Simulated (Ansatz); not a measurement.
Input and command of a plane-wave DFT calculation in Ansatz:

```yaml
crystal:
  lattice:
    - [3.9841028591, 0.0, 0.0]
    - [-1.9920514295, 3.4503342873, 0.0]
    - [0.0, 0.0, 25.1325159063]
  atoms:
    - { symbol: S, position: [0.3333333333, 0.6666666667, 0.3382072862] }
    - { symbol: Ca, position: [0.6666666667, 0.3333333333, 0.4029243717] }
    - { symbol: S, position: [0.0, 0.0, 0.4676414572] }
    - { symbol: Ca, position: [0.3333333333, 0.6666666667, 0.5323585428] }
    - { symbol: S, position: [0.6666666667, 0.3333333333, 0.5970756283] }
    - { symbol: Ca, position: [0.0, 0.0, 0.6617927138] }
basis:
  ecutwfc: 420
kpoints:
  mp_grid: { grid: [9, 9, 1] }
hamiltonian:
  xc: pbesol
scf:
  occupations: { method: gaussian, width: 0.05 }
output:
  forces: true
  eigenvalues: true
  write_density: true
  write_potential: true
  elf: true
  volumetric_format: npy
relax:
  adjacent_minimum: "off"
  f_tol: 0.03
  max_steps: 70
  constraints: [{ sites: [0, 1, 2] }]
efield:
  axis: 3
  dipole_correction: true
  ramp_width: 0.04
```

```bash
ansatz run input.yaml --threads 1 --pin off --max-ram 3072MiB --backend cpu --events-out ev --progress --plain --runs-dir out
```

Processor: Intel(R) Xeon(R) Platinum 8488C (Sapphire Rapids), 1 thread, on a host shared with other jobs.

Q: Estimate time, memory and problem size.

A: About 40 s on 1 thread of Intel(R) Xeon(R) Platinum 8488C (Sapphire Rapids), with other jobs on the host, peak memory 0.56 GiB. It solves 30 bands at 12 k points (the mesh reduced by symmetry) with about 6803 plane waves, in 30 SCF iterations over 4 ionic steps.
